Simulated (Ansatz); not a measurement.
**Sn: equation of state with r2SCAN**

Crystal: Sn.

```
CELL_PARAMETERS angstrom
-2.94014 2.94014 1.59930
2.94014 -2.94014 1.59930
2.94014 2.94014 -1.59930
ATOMIC_POSITIONS crystal
Sn 0.00000 0.00000 0.00000
Sn 0.75000 0.25000 0.50000
```

```yaml
Program: Ansatz 0.2.0
Task: equation of state
Functional: r2SCAN
Potentials_or_basis: Ansatz PAW
Cutoff: 500 eV
Density_cutoff: 2000 eV
k_mesh: 9 × 9 × 9
Occupations: fermi-dirac, width 0.05 eV
Spin: no spin polarisation
```

```
Equilibrium volume                        : 27.60 Å³/atom
Bulk modulus at fixed shape and positions : 54 GPa
Pressure derivative of the bulk modulus   : 4.7
```

Energy against volume, from the lowest point:
| volume (Å³/atom) | energy (meV/atom) |
| --- | --- |
| 25.991 | 17.56 |
| 26.544 | 7.23 |
| 27.097 | 1.56 |
| 27.650 | 0.00 |
| 28.203 | 2.11 |
| 28.756 | 7.49 |
| 29.309 | 15.81 |

All runs of the series together: 40 s on 2 threads of Arm Neoverse V2, with other jobs on the host.

Caveat: the cell was scaled at fixed shape and fractional positions, which overstates the stiffness of a crystal with free parameters, most of all of layers and chains; the PAW data sets were made with another functional, which shifts forces and pressure a little.
